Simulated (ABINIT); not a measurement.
Runs of ABINIT 10.8.3 (patched build) on CoO. It takes space group Fm-3m (No. 225, cubic). The conventional cell has a = 4.263 Å, b = 4.263 Å, c = 4.263 Å, α = 90.00°, β = 90.00°, γ = 90.00°. Co (site symmetry m-3m) has 6 O at 2.13 Å as nearest neighbours. O (site symmetry m-3m) has 6 Co at 2.13 Å as nearest neighbours. 

| task | level | potentials or basis | cell | k mesh | cutoff (eV) | bands in the sums | broadening (eV) | scissor shift (eV) | tensor components | cell freedom (optcell) | gap on the mesh (eV) | pressure (GPa) | moment (μB) | relaxed volume (Å³/atom) |
| --- | --- | --- | --- | --- | --- | --- | --- | --- | --- | --- | --- | --- | --- | --- |
| optical spectrum | PBEsol | PseudoDojo NC SR PBEsol v0.4.1 standard | as given | 8 × 8 × 8, with 4 shifts | 1143 | 20 | 0.05 | 0 | [11] | - | - | -13.3 | 2.99 | - |
| single point | LDA | PseudoDojo NC SR LDA v0.4.1 standard | as given | 8 × 8 × 8 | 1252 | - | - | - | - | - | none | -20.1 | 2.87 | - |
| optical spectrum | PBE | PseudoDojo NC SR PBE v0.4.1 standard | as given | 8 × 8 × 8, with 4 shifts | 1252 | 18 | 0.15 | 0 | [11] | - | - | (b) | 2.99 | - |
| optical spectrum | PBEsol | PseudoDojo NC SR PBEsol v0.4.1 standard | as given | 8 × 8 × 8, with 4 shifts | 1143 | 24 | 0.1 | 0 | [11] | - | - | -13.3 | 2.99 | - |
| relaxation of cell and atoms | PBE | JTH PAW PBE v2.0 | relaxed | 8 × 8 × 8 | 707 | - | - | - | - | 2 | none | 0.0 | 2.87 | (a) |
| optical spectrum | LDA | PseudoDojo NC SR LDA v0.4 stringent | as given | 8 × 8 × 8, with 4 shifts | 1306 | 18 | 0.15 | 0 | [11] | - | - | -21.5 | 2.84 | - |
| relaxation of cell and atoms | PBE | PseudoDojo NC SR PBE v0.4.1 standard | relaxed | 8 × 8 × 8 | 1306 | - | - | - | - | 2 | none | 0.0 | 2.97 | 9.58 |
| phonons | PBEsol | PseudoDojo NC SR PBEsol v0.4.1 standard | as given | 6 × 6 × 6, with 4 shifts | 1143 | - | - | - | - | - | - | -13.2 | 2.99 | - |

Alike in all rows: spin collinear, ferromagnetic start; smearing fermi-dirac 0.05 eV.

**Question.** Fill in the values left out.

**Answer.** (a) 9.56; (b) -2.1.

Caveats: a cell with one magnetic atom can't hold antiferromagnetic order, which such compounds often take; the intraband (Drude) term is left out (some runs); spectra need much finer meshes, so this one isn't converged (some runs); semilocal functionals often make such compounds metallic where correlation or magnetic order opens a gap, which also shifts bond lengths (some runs); so large a pressure means that the cell lies far from this level's equilibrium, or that cutoff or potentials fall short (some runs); Libxc's GGAs can fail where the two spin gradients oppose each other (some runs); the mesh is coarse for a metal's response (some runs).

A k mesh can miss the band edges.

A gap of «none» marks a metal or a gap under the smearing width.

Not every run made on this cell is shown here.
